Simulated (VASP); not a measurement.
# NaI (I4/mmm) in VASP: notebook, part 2 of 2

VASP 6.6.1.

**3. Single point, PBE**

This run uses another cell than the first one, of the same volume but with other edges.

INCAR

```
SYSTEM = NaI
ALGO = Fast
EDIFF = 1E-7
ENCUT = 520
GGA = PE
ISIF = 2
ISMEAR = 0
LASPH = .TRUE.
LCHARG = .FALSE.
LREAL = .FALSE.
LWAVE = .FALSE.
NBANDS = 14
NELM = 60
PREC = Accurate
SIGMA = 0.05
```

KPOINTS

```
k-points
0
G
  8 8 8
  0 0 0
```

POSCAR

```
NaI
1.0
    0.0000000000      2.9653849225      3.8550003993
    2.9653849225      0.0000000000      3.8550003993
    2.9653849225      2.9653849225      0.0000000000
Na I
1 1
Direct
    0.0000000000      0.0000000000      0.0000000000
    0.5000000000      0.5000000000      0.5000000000
```

Potentials or basis: VASP PAW PBE potentials, release 64 (Na_pv, I).

Command:

```bash
cat potpaw_PBE.64/Na_pv/POTCAR potpaw_PBE.64/I/POTCAR > POTCAR
mpirun -np 1 vasp_std > vasp.out
```

OUTCAR:

```text
SYSTEM = NaI
   EDIFF = 1E-7
   ENCUT = 520
   GGA = PE
   ISIF = 2
   ISMEAR = 0
   LASPH = .TRUE.
   LREAL = .FALSE.
   NELM = 60
   PREC = Accurate

 ion  position               nearest neighbor table
   1  0.000  0.000  0.000-   2 2.97   2 2.97   2 2.97   2 2.97
   2  0.500  0.500  0.500-   1 2.97   1 2.97   1 2.97   1 2.97

  LATTYP: Found a body centered tetragonal cell.
 ALAT       =     4.1936875751
 C/A-ratio  =     1.8384776311

  Lattice vectors:

 A1 = (  -2.9653849225,   0.0000000000,   3.8550003993)
 A2 = (   2.9653849225,   0.0000000000,   3.8550003993)
 A3 = (   0.0000000000,   2.9653849225,  -3.8550003993)

Analysis of symmetry for initial positions (statically):
=====================================================================
 Subroutine PRICEL returns:
 Original cell was already a primitive cell.

 Routine SETGRP: Setting up the symmetry group for a
 body centered tetragonal supercell.

 Subroutine GETGRP returns: Found 16 space group operations
 (whereof 16 operations were pure point group operations)
 out of a pool of 16 trial point group operations.

The static configuration has the point symmetry D_4h.

Analysis of symmetry for dynamics (positions and initial velocities):
=====================================================================
 Subroutine PRICEL returns:
 Original cell was already a primitive cell.

 Routine SETGRP: Setting up the symmetry group for a
 body centered tetragonal supercell.

 Subroutine GETGRP returns: Found 16 space group operations
 (whereof 16 operations were pure point group operations)
 out of a pool of 16 trial point group operations.

The dynamic configuration has the point symmetry D_4h.

 Subroutine INISYM returns: Found 16 space group operations
 (whereof 16 operations are pure point group operations),
 and found     1 'primitive' translations

----------------------------------------------------------------------------------------

                                     Primitive cell

  volume of cell :      67.7980

  direct lattice vectors                    reciprocal lattice vectors
     0.000000000  2.965384923  3.855000399    -0.168612174  0.168612174  0.129701673
     2.965384923  0.000000000  3.855000399     0.168612174 -0.168612174  0.129701673
     2.965384923  2.965384923  0.000000000     0.168612174  0.168612174 -0.129701673

  length of vectors
     4.863592892  4.863592892  4.193687575     0.271445491  0.271445491  0.271445491

  position of ions in fractional coordinates (direct lattice)
     0.000000000  0.000000000  0.000000000
     0.500000000  0.500000000  0.500000000

  ion indices of the primitive-cell ions
   primitive index   ion index
                 1           1
                 2           2

----------------------------------------------------------------------------------------

 KPOINTS: k-points

Automatic generation of k-mesh.
 Grid dimensions read from file:
 generate k-points for:    8    8    8

 Generating k-lattice:

  Cartesian coordinates                     Fractional coordinates (reciprocal lattice)
    -0.021076522  0.021076522  0.016212709     0.125000000  0.000000000  0.000000000
[... 42 lines left out ...]
   number of dos      NEDOS =    301   number of ions     NIONS =      2
   total plane-waves  NPLWV =  41472
   dimension x,y,z NGX =    36 NGY =   36 NGZ =   32
   dimension x,y,z NGXF=    72 NGYF=   72 NGZF=   64
   ions per type =               1   1
   NGX,Y,Z   is equivalent  to a cutoff of  12.31, 12.31, 12.69 a.u.
   NGXF,Y,Z  is equivalent  to a cutoff of  24.61, 24.61, 25.37 a.u.
 SYSTEM =  NaI
   PREC   = accura    normal or accurate (medium, high low for compatibility)
   ISTART =      0    job   : 0-new  1-cont  2-samecut
   ICHARG =      2    charge: 1-file 2-atom 10-const
   ISPIN  =      1    spin polarized calculation?
   LNONCOLLINEAR =      F non collinear calculations
   LSORBIT =      F    spin-orbit coupling
   LASPH  =      T    aspherical Exc in radial PAW
   ENCUT  =  520.0 eV  38.22 Ry    6.18 a.u.   9.04  9.04  7.80*2*pi/ulx,y,z
   NELM   =     60;   NELMIN=  2; NELMDL= -5     # of ELM steps
   EDIFF  = 0.1E-06   stopping-criterion for ELM
   LREAL  =      F    real-space projection
   EDIFFG = 0.1E-05   stopping-criterion for IOM
   NSW    =      0    number of steps for IOM
   IBRION =     -1    ionic relax: 0-MD 1-quasi-New 2-CG
   NFREE  =      0    steps in history (QN), initial steepest desc. (CG)
   ISIF   =      2    stress and relaxation
   ISYM   =      2    0-nonsym 1-usesym 2-fastsym
   POTIM  = 0.5000    time-step for ionic-motion
   TEBEG  =    0.0;   TEEND  =   0.0 temperature during run
   PSTRESS=    0.0 pullay stress
   NELECT =      14.0000    total number of electrons
   NUPDOWN=      -1.0000    fix difference up-down
   EMIN   =  10.00;   EMAX   =-10.00  energy-range for DOS
   EFERMI =   0.00;   METHOD = LEGACY
   ISMEAR =     0;   SIGMA  =   0.05  broadening in eV -4-tet -1-fermi 0-gaus
   EFERMI_NEDOS =   21; number of points for ismear=-14 and -15
   IALGO  =     68    algorithm
   IMIX   =      4    mixing-type and parameters
     AMIX     =   0.40;   BMIX     =  1.00
     AMIX_MAG =   1.60;   BMIX_MAG =  1.00
  volume/ion in A,a.u.               =      33.90       228.76
  Fermi-wavevector in a.u.,A,eV,Ry     =   0.967636  1.828567 12.739397  0.936319
  Thomas-Fermi vector in A             =   2.097538
   LORBIT       =      0    0 simple, 1 ext, 2 COOP (PROOUT), +10 PAW based schemes
   GGA     = PE    functional components
   LHFCALC =     F    Hartree Fock is set to
   AEXX    =    0.0000 exact exchange contribution
   IVDW    =     0    specifies the selected vdW correction
   LEPSILON=     F    determine dielectric tensor
   LRPA    =     F    only Hartree local field effects (RPA)
 non-spin polarized calculation
 RMM-DIIS sequential band-by-band and
 Gauss-broadening in eV      SIGMA  =   0.05
  energy-cutoff  :      520.00
  volume of cell :       67.80
 maximum number of plane-waves:      1854
   NGX = 19   NGY = 19   NGZ = 15

 number of electron      14.0000008 magnetization

 Free energy of the ion-electron system (eV)
  ---------------------------------------------------
  ext. energy  EPLUGINS =         0.00000000
  ---------------------------------------------------
  free energy    TOTEN  =        -5.16827840 eV

  energy without entropy =       -5.16827840  energy(sigma->0) =       -5.16827840

 E-fermi :   1.0717     XC(G=0):  -7.6137

 val. band max:        0.7877979605   @ k =  -0.1250   0.1250   0.0000
 cond. band min:       4.5479606040   @ k =   0.0000   0.0000   0.0000
 fundamental gap:      3.7601626435
 Fermi energy:         1.0716669077

 k-point     1 :       0.0000    0.0000    0.0000
  band No.  band energies     occupation
      1     -21.5578      2.00000
      2     -21.5367      2.00000
      3     -21.5367      2.00000
      4     -10.3275      2.00000
      5       0.6533      2.00000
      6       0.7585      2.00000
      7       0.7585      2.00000
      8       4.5480      0.00000
      9       7.8190      0.00000
     10       8.9969      0.00000
     11       9.5933      0.00000
     12       9.5933      0.00000
     13      10.5939      0.00000
     14      11.6051      0.00000
[... 377 lines left out ...]
      1     -21.5581      2.00000
      2     -21.5451      2.00000
      3     -21.5365      2.00000
      4     -10.0073      2.00000
      5      -1.1747      2.00000
      6       0.3355      2.00000
      7       0.4598      2.00000
      8       6.1902      0.00000
      9       7.8701      0.00000
     10       8.5878      0.00000
     11       8.9457      0.00000
     12      10.8539      0.00000
     13      12.1771      0.00000
     14      12.8031      0.00000

 [... further k-points ...]

------------------------ aborting loop because EDIFF is reached ----------------------------------------

  FORCE on cell =-STRESS in cart. coord.  units (eV):
  Direction    XX          YY          ZZ          XY          YZ          ZX
  --------------------------------------------------------------------------------------
  -------------------------------------------------------------------------------------
  Total        2.0932975      2.0932975     -0.4173813      0.0000000     -0.0000000      0.0000000
  in kB       49.4680701     49.4680701     -9.8634086      0.0000000     -0.0000000      0.0000000
  external PRESSURE =      29.6909106 kB  Pullay stress =       0.0000000 kB

 VOLUME and BASIS-vectors are now :
 -----------------------------------------------------------------------------
  energy-cutoff  :      520.00
  volume of cell :       67.80
      direct lattice vectors                 reciprocal lattice vectors
     0.000000000  2.965384923  3.855000399    -0.168612174  0.168612174  0.129701673
     2.965384923  0.000000000  3.855000399     0.168612174 -0.168612174  0.129701673
     2.965384923  2.965384923  0.000000000     0.168612174  0.168612174 -0.129701673

 POSITION                                       TOTAL-FORCE (eV/Angst)
 -----------------------------------------------------------------------------------
      0.00000      0.00000      0.00000        -0.000000      0.000000     -0.000000
      2.96538      2.96538      3.85500         0.000000      0.000000      0.000000
 -----------------------------------------------------------------------------------
    total drift:                                0.000000      0.000000      0.000000

  FREE ENERGIE OF THE ION-ELECTRON SYSTEM (eV)
  ---------------------------------------------------
  free  energy   TOTEN  =        -5.1682783990 eV

  energy  without entropy=       -5.1682783990  energy(sigma->0) =       -5.16827840
```

OSZICAR:

```text
N       E                     dE             d eps       ncg     rms          rms(c)
DAV:   1     0.822042297498E+02    0.82204E+02   -0.65559E+03  1672   0.890E+02
DAV:   2     0.126447816904E+01   -0.80940E+02   -0.74594E+02  1754   0.218E+02
DAV:   3    -0.509959157712E+01   -0.63641E+01   -0.63255E+01  2150   0.599E+01
DAV:   4    -0.525206953237E+01   -0.15248E+00   -0.15244E+00  2090   0.957E+00
DAV:   5    -0.525535548230E+01   -0.32859E-02   -0.32859E-02  2214   0.135E+00    0.177E+00
RMM:   6    -0.517693902631E+01    0.78416E-01   -0.66443E-02  1939   0.112E+00    0.122E+00
RMM:   7    -0.516543740521E+01    0.11502E-01   -0.94827E-02  2025   0.132E+00    0.600E-01
RMM:   8    -0.516833252373E+01   -0.28951E-02   -0.53458E-03  1806   0.696E-01    0.165E-01
RMM:   9    -0.516821416810E+01    0.11836E-03   -0.13098E-03  2254   0.312E-01    0.545E-02
RMM:  10    -0.516826531385E+01   -0.51146E-04   -0.33329E-04  2439   0.163E-01    0.481E-02
RMM:  11    -0.516828005076E+01   -0.14737E-04   -0.50780E-05  2204   0.612E-02    0.746E-03
RMM:  12    -0.516827846456E+01    0.15862E-05   -0.13350E-05  2502   0.336E-02    0.475E-03
RMM:  13    -0.516827866426E+01   -0.19970E-06   -0.25810E-06  2557   0.145E-02    0.417E-03
RMM:  14    -0.516827847211E+01    0.19215E-06   -0.31019E-07  2137   0.615E-03    0.173E-03
RMM:  15    -0.516827839899E+01    0.73114E-07   -0.14576E-07  1696   0.330E-03
   1 F= -.51682784E+01 E0= -.51682784E+01  d E =-.477906E-17
```

Run time: 33 s. Hardware: 1 thread of Intel Xeon 6975P-C (Granite Rapids), shared host; peak memory 0.22 GiB.

Results:

```yaml
Free_energy: -5.1683 eV
Pressure: 3.0 GPa
Band_gap_on_the_k_mesh: 3.76 eV, indirect (least direct gap 3.79 eV)
```

Caveat: spin-orbit coupling is left out, which moves the levels of the heavy elements. PBE gaps usually lie below the measured ones, often by a third to a half.

**4. Single point, PBE**

This run uses another cell than the first one, of the same volume but with other edges.

INCAR

```
PREC     = Accurate       # precision mode
ENCUT    = 520            # plane-wave cutoff, eV
EDIFF    = 1E-6           # SCF threshold, eV
ISMEAR   = 0              # smearing method
SIGMA    = 0.05           # smearing width, eV
LREAL    = False          # projectors in reciprocal space
LASPH    = True           # aspherical terms in the spheres
NELM     = 60             # most SCF steps
ALGO     = Normal         # electronic algorithm
ISIF     = 2              # what is computed and relaxed
LWAVE    = False          # write WAVECAR
LCHARG   = False          # write CHGCAR
GGA      = PE             # functional
NBANDS   = 14             # bands
```

KPOINTS

```
regular mesh
0
Gamma
  8 8 8
```

POSCAR

```
NaI
1.0
    0.0000000000      2.8834497633      4.0771979653
    2.8834497633      0.0000000000      4.0771979653
    2.8834497633      2.8834497633      0.0000000000
Na I
1 1
Direct
    0.0000000000      0.0000000000      0.0000000000
    0.5000000000      0.5000000000      0.5000000000
```

Command:

```bash
cat potpaw_PBE.64/Na_pv/POTCAR potpaw_PBE.64/I/POTCAR > POTCAR
mpirun -np 1 vasp_std > vasp.out
```

It took 33 s on 1 thread of Intel Xeon 6975P-C (Granite Rapids), shared host; peak memory 0.23 GiB.

It converged, with:

```
Free energy            : -4.9990 eV
Pressure               : 4.8 GPa
Band gap on the k mesh : 3.75 eV, indirect (least direct gap 3.81 eV)
```

Stress tensor (GPa, compression positive):
```
 7.59  0.00  0.00
 0.00  7.59  0.00
 0.00  0.00 -0.84
```

Levels at points of the mesh, in eV from the valence-band top:
```csv
k point,band 3,band 4,band 5,band 6,band 7,band 8,band 9,band 10,band 11,band 12
"(0.00, 0.00, 0.00)",-22.34,-11.27,-0.40,-0.07,-0.07,3.75,6.76,7.80,9.11,9.11
"(0.50, 0.00, 0.00)",-22.33,-10.86,-2.55,-0.72,-0.02,4.90,7.13,8.52,8.88,10.82
"(0.50, 0.50, 0.00)",-22.34,-11.12,-1.93,-0.27,-0.27,5.36,6.00,8.18,12.03,12.39
"(0.50, 0.00, 0.50)",-22.35,-10.65,-2.09,-1.74,-0.43,4.73,5.64,9.02,9.66,9.97
```

Caveat: spin-orbit coupling is left out, which moves the levels of the heavy elements. A k mesh can miss the band edges.
